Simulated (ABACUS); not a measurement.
## BAs in ABACUS: the effect of basis

BAs:

```xyz
2
Lattice="0.0000 2.3885 2.3885 2.3885 0.0000 2.3885 2.3885 2.3885 0.0000" Properties=species:S:1:pos:R:3 pbc="T T T"
As    3.5827    3.5827    3.5827
B     0.0000    0.0000    0.0000
```

Alike in all runs:

- Program: ABACUS 3.10.1
- Task: equation of state
- Functional: PBE
- Potentials or basis: PseudoDojo NC SR 0.4.1 PBE standard
- k mesh: 7 × 7 × 7
- Occupations: fermi-dirac, width 0.05 eV
- Spin: no spin polarisation

```csv
basis,cutoff,V0 of scaled cells (Å³/atom),B0 (GPa)
DZP,1361 eV,?,?
TZDP,1361 eV,13.96,131
pw,1143 eV,13.90,131
```

Q: What does the run with basis DZP give?

A: V0 of scaled cells 14.17 Å³/atom; B0 132 GPa.

Caveats: the atomic orbitals were generated for these runs and aren't a published set (some runs); the basis of atomic orbitals isn't converged, which shifts pressures, moduli and gaps (some runs).
